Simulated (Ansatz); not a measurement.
# Zone-centre phonons of InP: input and output

Computed with DFT PBE, scalar-relativistic, plane waves, PAW (Ansatz).

Launched with:
```bash
ansatz run input.yaml --threads 1 --pin off --max-ram 3072MiB --backend cpu --events-out ev --progress --plain --runs-dir out
```

Input (bare energies are in eV):
```yaml
crystal:
  lattice:
    - [0.0, 2.771981622, 2.771981622]
    - [2.771981622, 0.0, 2.771981622]
    - [2.771981622, 2.771981622, 0.0]
  atoms:
    - { symbol: In, position: [0.0, 0.0, 0.0] }
    - { symbol: P, position: [0.5, 0.5, 0.5] }
basis:
  ecutwfc: 420
kpoints:
  mp_grid: { grid: [14, 14, 14] }
hamiltonian:
  xc: pbe
scf:
  occupations: { method: fermi_dirac, width: 0.15 }
output:
  eigenvalues: true
phonons:
  method: dfpt
  eigenvectors: true
```

The end of the output:
```
--- Phonons (Γ-DFPT): 2 representative perturbations + reference, on 244 of 2744 k-points (Σ response iterations 6) ---
  k mesh reduced under 8 symmetry operations, with k and −k counted as one. Each operation leaves every solved perturbation unchanged. A smaller set is not used because it would not reduce the number of displacements ...
  ASR residual: 5.376e-5 → 0.000e0 eV/Å²; symmetrization residual: 5.064e-6 eV/Å²
  ASR residual per site (eV/Å²): 2.06e-7 5.38e-5
  Γ frequencies (cm⁻¹): 0.00 0.00 0.00 149.65 149.65 149.65
  non-analytic LO–TO correction: not included (Born effective charges unavailable; polar crystals: no LO–TO splitting at Γ)
```

Time: 27 s on 1 thread of Intel(R) Xeon(R) Platinum 8488C (Sapphire Rapids) (shared host), peak memory 0.78 GiB.

In a metal, frequencies and elastic constants depend on the k mesh and the smearing, soft modes and shear constants most.

This rock-salt form isn't the usual stable structure of the compound.